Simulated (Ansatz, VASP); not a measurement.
**Two plane-wave programs on AlN**

```
Al N
1.0
     3.08876    0.00000    0.00000
    -1.54438    2.67494    0.00000
     0.00000    0.00000    4.94330
Al N
2 2
Direct
  0.33333 0.66667 0.99901
  0.66667 0.33333 0.49901
  0.33333 0.66667 0.38099
  0.66667 0.33333 0.88099
```

Alike in both runs: functional LDA; k mesh 9 × 9 × 6; occupations gaussian, width 0.02 eV; no spin polarisation.

Ansatz relaxed the structure, and its values are those at the end. VASP's run is a single point on that final structure, the one shown.

|  | VASP | Ansatz |
| --- | --- | --- |
| version | VASP 6.6.1 | Ansatz 0.2.0 |
| potentials or method | VASP PAW LDA potentials, release 64 (Al, N) | scalar-relativistic, plane waves, PAW |
| plane-wave cutoff (eV) | 520 | 420 |
| valence electrons in the cell | 16 | 16 |

```tsv
	VASP	Ansatz	Ansatz less VASP
gap on the k mesh at the Fermi level (eV)	4.42	4.42	-0.007
least direct gap on the mesh (eV)	4.42	4.42	-0.007
pressure (GPa)	0.6	0.0	-0.61
```

Caveats: an odd mesh through Γ misses points on the zone boundary, where band edges often lie.
